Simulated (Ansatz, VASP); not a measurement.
**CdS in VASP and in Ansatz**

The input INCAR:

```
SYSTEM = CdS
ALGO = Normal ; EDIFF = 1E-6
EDIFFG = -0.02 ; ENCUT = 520
GGA = PE ; IBRION = 2
ISIF = 2 ; ISMEAR = -1
LASPH = .TRUE. ; LCHARG = .FALSE.
LREAL = .FALSE. ; LWAVE = .FALSE.
NELM = 80 ; NSW = 80
PREC = Accurate ; SIGMA = 0.02
```

Contents of KPOINTS:

```
k-points
0
G
  13 13 13
  0 0 0
```

Contents of POSCAR:

```
CdS
1.0
    0.0000000000      2.8770830059      2.8770830059
    2.8770830059      0.0000000000      2.8770830059
    2.8770830059      2.8770830059      0.0000000000
Cd S
1 1
Direct
    0.0000000000      0.0000000000      0.0000000000
    0.2500000000      0.2500000000      0.2500000000
```

Input for Ansatz:

```yaml
crystal:
  lattice:
    - [0.0, 2.8770830059, 2.8770830059]
    - [2.8770830059, 0.0, 2.8770830059]
    - [2.8770830059, 2.8770830059, 0.0]
  atoms:
    - { symbol: Cd, position: [0.0, 0.0, 0.0] }
    - { symbol: S, position: [0.25, 0.25, 0.25] }
kpoints:
  mp_grid: { grid: [13, 13, 13] }
scf:
  occupations: { method: fermi_dirac, width: 0.02 }
hamiltonian:
  xc: pbe
  pseudopotentials: { kind: paw }
output:
  forces: true
  stress: true
  populations: true
  efg: { quadrupole_moments_barn: { S: -0.0694 }, contact_densities: true }
relax:
  f_tol: 0.02
  max_steps: 60
```

Change from the starting cell: volume scaled by 0.96, ions relaxed.

Alike in both runs: task relaxation of the atoms; functional PBE; k mesh 13 × 13 × 13; occupations fermi-dirac, width 0.02 eV; no spin polarisation.

|  | VASP | Ansatz |
| --- | --- | --- |
| version | VASP 6.6.1 | Ansatz 0.2.0 |
| potentials or method | VASP PAW PBE potentials, release 64 (Cd, S) | plane-wave PAW, scalar-relativistic |
| plane-wave cutoff (eV) | 520 | 420 |
| valence electrons in the cell | 18 | 26 |

Ansatz gave:

* gap on the k mesh at the Fermi level, each at its own relaxed structure (eV): 1.23

**Question.** Estimate VASP's values.

**Answer.** gap on the k mesh at the Fermi level, each at its own relaxed structure (eV): 1.24.

The two sets of potentials don't hold the same shells in valence. Ansatz warned: «gradients_without_spin_orbit».

Caveats: the relaxation stopped at its first step, so nothing moved; an odd mesh through Γ misses points on the zone boundary, where band edges often lie.
